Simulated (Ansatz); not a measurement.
**Ag in Ansatz: the effect of functional**

The system is Ag.

```
Ag
1.0
     2.93000    0.00000    0.00000
    -1.46500    2.53745    0.00000
     0.00000    0.00000    4.79000
Ag
2
Direct
  0.66667 0.33333 0.75000
  0.33333 0.66667 0.25000
```

This isn't the form of Ag at room conditions, which is fcc.

Alike in all runs:

- Program: Ansatz 0.2.0
- Task: projected density of states
- Potentials or basis: Ansatz PAW
- k mesh: 6 × 6 × 3
- Occupations: fermi-dirac, width 0.05 eV
- Spin: no spin polarisation

**Question.** One run gave: pressure -5.1 GPa. Which functional did it use?
A. LDA
B. PBEsol
C. HSE06
D. PBE0
E. r2SCAN

**Answer.** B.

```tsv
functional	cutoff	pressure (GPa)
LDA	420 eV (not typed: the program's choice for these potentials)	-9.5
PBEsol	420 eV (not typed: the program's choice for these potentials)	-5.1
r2SCAN	500 eV (not typed: the program's choice for these potentials)	-1.4
HSE06	420 eV (not typed: the program's choice for these potentials)	1.1
PBE0	420 eV (not typed: the program's choice for these potentials)	1.1
r2SCAN0	500 eV (not typed: the program's choice for these potentials)	-0.4
```

Caveats: all runs use coarse meshes; the PAW data sets come from PBE, with cores solved anew for the run's functional, which leaves a small shift of forces and pressure; the density of states is complete only up to the lowest level of the last band computed; the thresholds are loose for stress (some runs).

Runs at the PBE level aren't shown here.
